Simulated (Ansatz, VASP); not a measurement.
Tl: VASP beside Ansatz

```xyz
1
Lattice="0.0000 2.7066 2.7066 2.7066 0.0000 2.7066 2.7066 2.7066 0.0000" Properties=species:S:1:pos:R:3 pbc="T T T"
Tl    0.0000    0.0000    0.0000
```

Alike in both runs: task single point; functional BLYP; k mesh 12 × 12 × 12; occupations fermi-dirac, width 0.1 eV; no spin polarisation.

|  | VASP | Ansatz |
| --- | --- | --- |
| version | VASP 6.6.1 | Ansatz 0.2.0 |
| potentials or method | VASP PAW PBE potentials, release 64 (Tl_d) | plane waves (420 eV) with PAW, scalar-relativistic |
| plane-wave cutoff (eV) | 520 | 420 |
| valence electrons in the cell | 13 | 13 |

|  | VASP | Ansatz | Ansatz less VASP |
| --- | --- | --- | --- |
| pressure (GPa) | -1.5 | -1.5 | +0.02 |

Caveats: the PAW data sets were made with another functional, which shifts forces and pressure a little (VASP). The runs have no spin-orbit coupling, so splittings on Tl are missing.
